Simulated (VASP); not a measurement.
Wanted: the native input for a VASP 6.6.1 run.

* Task: band structure
* Functional: PBE
* Potentials or basis: VASP PAW PBE potentials, release 64 (F, Li)
* Cutoff: 500 eV
* k mesh: 11 × 11 × 11
* Occupations: fermi-dirac, width 0.05 eV
* Spin: no spin polarisation
* Further INCAR settings: ALGO = Normal; EDIFF = 1e-07

LiF (Griceite):

```xyz
2
Lattice="0.0000 2.0140 2.0140 2.0140 0.0000 2.0140 2.0140 2.0140 0.0000" Properties=species:S:1:pos:R:3 pbc="T T T"
F     2.0140    2.0140    2.0140
Li    0.0000    0.0000    0.0000
```

These files were run (other wordings do the same):

POSCAR

```
LiF
1.0
    0.0000000000      2.0140000000      2.0140000000
    2.0140000000      0.0000000000      2.0140000000
    2.0140000000      2.0140000000      0.0000000000
F Li
1 1
Direct
    0.5000000000      0.5000000000      0.5000000000
    0.0000000000      0.0000000000      0.0000000000
```

INCAR.step1

```
  ALGO = Normal
  EDIFF = 1E-7
  ENCUT = 500
  GGA = PE
  ISIF = 2
  ISMEAR = -1
  LASPH = T
  LCHARG = T
  LREAL = F
  LWAVE = F
  NELM = 60
  PREC = Accurate
  SIGMA = 0.05
```

KPOINTS.step1

```
k-points
0
Gamma
  11 11 11
```

INCAR.step2

```
  ALGO = Normal
  EDIFF = 1E-7
  ENCUT = 500
  GGA = PE
  ICHARG = 11
  ISIF = 2
  ISMEAR = 0
  LASPH = T
  LCHARG = F
  LREAL = F
  LWAVE = F
  NELM = 60
  PREC = Accurate
  SIGMA = 0.05
```

KPOINTS.step2

```
path GXWKGLUWLK,UX
20
line-mode
reciprocal
 0.0000000000  0.0000000000  0.0000000000  G
 0.5000000000  0.0000000000  0.5000000000  X

 0.5000000000  0.0000000000  0.5000000000  X
 0.5000000000  0.2500000000  0.7500000000  W

 0.5000000000  0.2500000000  0.7500000000  W
 0.3750000000  0.3750000000  0.7500000000  K

 0.3750000000  0.3750000000  0.7500000000  K
 0.0000000000  0.0000000000  0.0000000000  G

 0.0000000000  0.0000000000  0.0000000000  G
 0.5000000000  0.5000000000  0.5000000000  L

 0.5000000000  0.5000000000  0.5000000000  L
 0.6250000000  0.2500000000  0.6250000000  U

 0.6250000000  0.2500000000  0.6250000000  U
 0.5000000000  0.2500000000  0.7500000000  W

 0.5000000000  0.2500000000  0.7500000000  W
 0.5000000000  0.5000000000  0.5000000000  L

 0.5000000000  0.5000000000  0.5000000000  L
 0.3750000000  0.3750000000  0.7500000000  K

 0.6250000000  0.2500000000  0.6250000000  U
 0.5000000000  0.0000000000  0.5000000000  X
```

Potentials or basis: VASP PAW PBE potentials, release 64 (F, Li).

Command:

```bash
$ cat potpaw_PBE.64/F/POTCAR potpaw_PBE.64/Li/POTCAR > POTCAR
$ cp INCAR.step1 INCAR
$ cp KPOINTS.step1 KPOINTS
$ mpirun -np 1 vasp_std > vasp.out
$ cp INCAR.step2 INCAR
$ cp KPOINTS.step2 KPOINTS
$ mpirun -np 1 vasp_std > vasp.out
```

It gave:

* Band gap on the k mesh: 9.07 eV, direct
* Band gap along the path: 9.07 eV, direct

Caveat: the log is that of the step along the path at fixed density, whose energy, stress, charges and moments have no meaning.

Run time: 7.3 s on 1 thread of Intel(R) Xeon(R) 6975P-C (Granite Rapids), on a shared host, peak memory 0.14 GiB.
